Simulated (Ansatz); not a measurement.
NaF: energy along a strain

NaF, Fm-3m, a = 4.647 Å (as given, not relaxed at this level: 1.7 GPa). Ansatz: PBE, PAW, 420 eV, Γ-centred 8×8×8 mesh on 2 atoms, Gaussian smearing 0.05 eV; no spin polarisation. Cell vectors (Å): 0.000 2.323 2.323; 2.323 0.000 2.323; 2.323 2.323 0.000. The cell is strained by x per cent times the pattern (0 0 1 0 0 0) in the order xx yy zz yz xz xy (engineering shears), with fractional coordinates held. y is the free energy over the start, V0 = 12.541 Å³/atom.

```
x (%) y (meV/atom)
-2.00             ?
-1.50          2.97
-1.00          1.72
-0.50          0.75
 0.00          0.00
 0.50         -0.61
 1.00         -0.98
 1.50         -1.18
 1.75         -1.20
 2.00         -1.18
```

Question: Fit y = c1 x + c2 x² + c3 x³ to the other rows, get the stiffness along the pattern, and predict the missing energy.

Answer: Least squares on the rows shown. y = −1.357 x + 0.3953 x² − 0.007073 x³. The clamped-ion stiffness p·C·p = 2 × 3.953 eV × 160.2 / 12.541 Å³ = 101 GPa, which is C33 in these axes (C11 of the cubic crystal) (second derivative at the start, which stands under stress). With a term in x⁴ added, the coefficient of x² becomes 0.3615, 9 % less, which shows how far this figure hangs on the form. At x = -2.00 the fit asked for gives 4.35 meV/atom. The run gave 4.44 meV/atom, so the fit is 0.09 meV/atom too low, a small miss on the scale of the series.